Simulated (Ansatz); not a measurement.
Here is an Ansatz 0.2.0 calculation.

Contents of input.yaml:

```yaml
crystal:
  lattice:
    - [0.0, 3.0702711986, 3.0702711986]
    - [3.0702711986, 0.0, 3.0702711986]
    - [3.0702711986, 3.0702711986, 0.0]
  atoms:
    - { symbol: Cd, position: [0.0, 0.0, 0.0] }
    - { symbol: Se, position: [0.25, 0.25, 0.25] }
kpoints:
  mp_grid: { grid: [6, 6, 6] }
scf:
  occupations: { method: fermi_dirac, width: 0.05 }
hamiltonian:
  xc: lda
  pseudopotentials: { kind: all_electron, lapw: { basis_error: 0.001 } }
output: {}
phonons:
  method: fd
  supercell: [1, 1, 1]
```

Potentials or basis: all-electron LAPW, scalar-relativistic.

The run is started by

```sh
$ ansatz run input.yaml --threads 1 --pin off --max-ram 3072MiB --backend cpu --events-out ev --progress --plain --runs-dir out
```

Predict the highest phonon frequency at Γ, LO-TO splitting left out.

155 cm⁻¹.

Predict the band gap on the k mesh.

0.27 eV, direct.

Phonon frequencies in cm⁻¹ (negative: imaginary):
```
              q point        frequencies
(0.000, 0.000, 0.000)  0 0 0 155 155 155
```
